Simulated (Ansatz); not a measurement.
**ZnSe: stress in a strained cell**

ZnSe is deformed so: equal xx and yy strain of -2 %. What stress and forces result, by LAPW, PAW and all-electron datasets made for the crystal?

Program: Ansatz 0.2.0. Level of theory: DFT PBE, scalar-relativistic. These are calculated values, not measurements.

## Step 1: The structure to begin with

The structure is cubic, space group F-43m (No. 216). Conventional cell: a = 5.668 Å, b = 5.668 Å, c = 5.668 Å, α = 90.00°, β = 90.00°, γ = 90.00°. Zn (site symmetry -43m) is surrounded by 4 Se at 2.45 Å. Se (site symmetry -43m) is surrounded by 4 Zn at 2.45 Å.

Coordinates:

```
Zn Se
1.0
     0.00000    2.83380    2.83380
     2.83380    0.00000    2.83380
     2.83380    2.83380    0.00000
Zn Se
1 1
Cartesian
  0.0000 0.0000 0.0000
  4.2507 4.2507 4.2507
```

Atoms are numbered in the order of the input: Zn1, Se2.

## Step 2: The deformed structure

Space group F-43m before, I-4m2 after.

## Step 3: LAPW, all electrons

input.yaml

```yaml
crystal:
  lattice:
    - [0.0, 2.777124, 2.8338]
    - [2.777124, 0.0, 2.8338]
    - [2.777124, 2.777124, 0.0]
  atoms:
    - { symbol: Zn, position: [0.0, 0.0, 0.0] }
    - { symbol: Se, position: [0.75, 0.75, 0.75] }
kpoints:
  mp_grid: { grid: [8, 8, 8] }
  band_path:
    path:
      - [0.0, 0.0, 0.0]
      - [0.5, 0.0, 0.5]
      - [0.75, 0.25, 0.5]
      - [0.5, 0.5, 0.5]
      - [0.0, 0.0, 0.0]
      - [0.5, 0.5, 0.0]
      - [0.62995, 0.62995, 0.2599]
      - [0.37005, 0.37005, 0.7401]
      - [0.0, 0.0, 0.0]
    npoints: 5
scf:
  occupations: { method: fermi_dirac, width: 0.03 }
hamiltonian:
  xc: pbe
  pseudopotentials: { kind: all_electron, lapw: { basis_error: 0.001 } }
output:
  forces: true
  stress: true
  eigenvalues: true
```

The run is started by

```console
$ ansatz run input.yaml --threads 1 --pin off --max-ram 3072MiB --backend cpu --events-out ev --progress --plain --runs-dir out
```

## Step 4: PAW with frozen cores

input.yaml

```yaml
crystal:
  lattice:
    - [0.0, 2.777124, 2.8338]
    - [2.777124, 0.0, 2.8338]
    - [2.777124, 2.777124, 0.0]
  atoms:
    - { symbol: Zn, position: [0.0, 0.0, 0.0] }
    - { symbol: Se, position: [0.75, 0.75, 0.75] }
kpoints:
  mp_grid: { grid: [8, 8, 8] }
scf:
  occupations: { method: fermi_dirac, width: 0.03 }
hamiltonian:
  xc: pbe
  pseudopotentials: { kind: paw }
output:
  forces: true
  stress: true
  eigenvalues: true
  efg: { contact_densities: true }
```

## Step 5: All-electron PAW on datasets made for the crystal

Edit input.yaml of step 4 so:

```diff
@@ -14,3 +14,3 @@
   xc: pbe
-  pseudopotentials: { kind: paw }
+  pseudopotentials: { kind: all_electron, datasets: crystal }
 output:
```

(Steps that only read results are left out.)

What does the calculation give? Wanted: pressure; largest shear or deviatoric stress.

**Answer**, as computed:

```
                                 quantity                                           value
                                 pressure  LAPW 5.03, PAW 5.01, crystal datasets 5.03 GPa
largest shear or deviatoric stress (LAPW)                                        0.46 GPa
```

**Reading.** The largest part of the stress beyond the pressure is 0.46 GPa in size, in the zz component; the atoms are carried along and not relaxed. No run of the undeformed cell stands beside it, so the pressure holds what the given cell had before the change. PAW: stress within 0.02 GPa of LAPW. Crystal datasets: stress within 0.01 GPa of LAPW.
